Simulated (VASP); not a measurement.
Wanted: the native input for a VASP 6.6.1 run.

| Item | Value |
| --- | --- |
| Task | band structure |
| Functional | TB-mBJ |
| Potentials or basis | VASP PAW PBE potentials, release 64 (Mg, O) |
| Cutoff | 520 eV |
| k mesh | 12 × 12 × 12 |
| Occupations | gaussian, width 0.02 eV |
| Spin | no spin polarisation |
| Ladder | free |
| Further INCAR settings | ALGO = Normal; EDIFF = 1e-06; NBANDS = 11 |

MgO:

```
CELL_PARAMETERS angstrom
0.00000 2.09700 2.09700
2.09700 0.00000 2.09700
2.09700 2.09700 0.00000
ATOMIC_POSITIONS crystal
Mg 0.00000 0.00000 0.00000
O 0.50000 0.50000 0.50000
```

The cell is a database's computed one.

The input as run:

POSCAR

```
MgO
1.0
    0.0000000000      2.0970013927      2.0970013927
    2.0970013927      0.0000000000      2.0970013927
    2.0970013927      2.0970013927      0.0000000000
Mg O
1 1
Direct
    0.0000000000      0.0000000000      0.0000000000
    0.5000000000      0.5000000000      0.5000000000
```

INCAR.step1

```
ALGO = Normal
EDIFF = 1E-5
ENCUT = 520
GGA = PE
ISIF = 2
ISMEAR = 0
LASPH = T
LCHARG = F
LREAL = F
LWAVE = T
NBANDS = 11
NELM = 80
PREC = Accurate
SIGMA = 0.02
```

INCAR.step2

```
ALGO = Normal
EDIFF = 1E-6
ENCUT = 520
ISIF = 2
ISMEAR = 0
ISTART = 1
LASPH = T
LCHARG = F
LREAL = F
LWAVE = F
METAGGA = MBJ
NBANDS = 11
NELM = 80
PREC = Accurate
SIGMA = 0.02
```

KPOINTS

```
k-points
0
Gamma
  12 12 12
```

KPOINTS_OPT

```
path GXWKGLUWLK,UX
15
line-mode
reciprocal
 0.0000000000  0.0000000000  0.0000000000  G
 0.5000000000  0.0000000000  0.5000000000  X

 0.5000000000  0.0000000000  0.5000000000  X
 0.5000000000  0.2500000000  0.7500000000  W

 0.5000000000  0.2500000000  0.7500000000  W
 0.3750000000  0.3750000000  0.7500000000  K

 0.3750000000  0.3750000000  0.7500000000  K
 0.0000000000  0.0000000000  0.0000000000  G

 0.0000000000  0.0000000000  0.0000000000  G
 0.5000000000  0.5000000000  0.5000000000  L

 0.5000000000  0.5000000000  0.5000000000  L
 0.6250000000  0.2500000000  0.6250000000  U

 0.6250000000  0.2500000000  0.6250000000  U
 0.5000000000  0.2500000000  0.7500000000  W

 0.5000000000  0.2500000000  0.7500000000  W
 0.5000000000  0.5000000000  0.5000000000  L

 0.5000000000  0.5000000000  0.5000000000  L
 0.3750000000  0.3750000000  0.7500000000  K

 0.6250000000  0.2500000000  0.6250000000  U
 0.5000000000  0.0000000000  0.5000000000  X
```

Potentials or basis: VASP PAW PBE potentials, release 64 (Mg, O).

Run with:

```bash
$ cat potpaw_PBE.64/Mg/POTCAR potpaw_PBE.64/O/POTCAR > POTCAR
$ cp INCAR.step1 INCAR
$ mpirun -np 1 vasp_std > vasp.out
$ cp INCAR.step2 INCAR
$ mpirun -np 1 vasp_std > vasp.out
```

Results of the run:

```yaml
Band_gap_on_the_k_mesh: 6.90 eV, direct
Band_gap_along_the_path: 6.90 eV, direct
```

Wall time 94 s on 1 thread of Intel(R) Xeon(R) Platinum 8259CL CPU @ 2.50GHz (Skylake/Cascade Lake) (shared host), peak memory 0.16 GiB.
